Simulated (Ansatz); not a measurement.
Pt: equation of state with HSE06

Pt:

```
Pt
1.0
     0.00000    1.96090    1.96090
     1.96090    0.00000    1.96090
     1.96090    1.96090    0.00000
Pt
1
Cartesian
  0.0000 0.0000 0.0000
```

| Item | Value |
| --- | --- |
| Program | Ansatz 0.2.0 |
| Task | equation of state |
| Functional | HSE06 |
| Potentials or basis | Ansatz PAW |
| Cutoff | 420 eV |
| Density cutoff | 1680 eV |
| k mesh | 8 × 8 × 8 |
| Occupations | fermi-dirac, width 0.05 eV |
| Spin | no spin polarisation |

```
Equilibrium volume                      : 15.09 Å³/atom
Bulk modulus                            : 275 GPa
Pressure derivative of the bulk modulus : 6.3 (rough: it moves with the points fitted)
```

Energy against volume, from the lowest point:
| volume (Å³/atom) | energy (meV/atom) |
| --- | --- |
| 14.175 | 54.98 |
| 14.477 | 23.50 |
| 14.778 | 5.72 |
| 15.080 | 0.00 |
| 15.381 | 4.78 |
| 15.683 | 18.53 |
| 15.985 | 39.86 |

All runs of the series together: 2.9 min on 2 threads of AMD EPYC 7R13 Processor (Zen 3), on a shared host.

Caveat: the PAW data sets were made with another functional, which shifts forces and pressure a little. Spin-orbit coupling is left out, which matters for the levels of Pt.
